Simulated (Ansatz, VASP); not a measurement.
## Two plane-wave programs on PbS

```
Pb S
1.0
     0.00000    2.94008    2.94008
     2.94008    0.00000    2.94008
     2.94008    2.94008    0.00000
Pb S
1 1
Direct
  0.00000 0.00000 0.00000
  0.50000 0.50000 0.50000
```

Change from the starting cell: volume scaled by 0.975, PAW files.

Alike in both runs: task electric field gradients; functional PBE; k mesh 8 × 8 × 8; occupations fermi-dirac, width 0.01 eV; no spin polarisation.

```csv
,VASP,Ansatz
version,VASP 6.6.1,Ansatz 0.2.0
potentials or method,"VASP PAW PBE potentials, release 64 (Pb_d, S)","PAW with Ansatz's default frozen-core files, scalar-relativistic"
plane-wave cutoff (eV),520,420
valence electrons in the cell,20,20
```

```csv
,VASP,Ansatz,Ansatz less VASP
pressure (GPa),3.9,3.9,+0.07
Vzz of the field gradient on the site that differs most (V/Å²),0.0,0.0,0.00
```

The functional is the same, so the differences come from potentials, cutoffs and numerics. Ansatz warned: «gradients_without_spin_orbit».
